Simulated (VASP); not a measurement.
GaAs (zincblende): one LDA relaxation of cell and atoms in two programs

Start cell

```
Ga As
1.0
     0.00000    2.87182    2.87182
     2.87182    0.00000    2.87182
     2.87182    2.87182    0.00000
Ga As
1 1
Cartesian
  0.0000 0.0000 0.0000
  1.4359 1.4359 1.4359
```

The two codes use different PAW datasets and cutoffs. VASP's cell holds 18 valence electrons and Ansatz's 28. LDA means the Perdew–Zunger form with relativistic exchange in VASP and the Perdew–Wang form in Ansatz.

Cutoffs: 600 eV in VASP, 420 eV in Ansatz. k meshes: 8×8×8 and 8×8×8.

```tsv
	VASP	Ansatz
relaxed cell vector lengths	3.967, 3.967, 3.967 Å	3.962, 3.962, 3.962 Å
relaxed cell volume	44.13 Å³	43.97 Å³
```
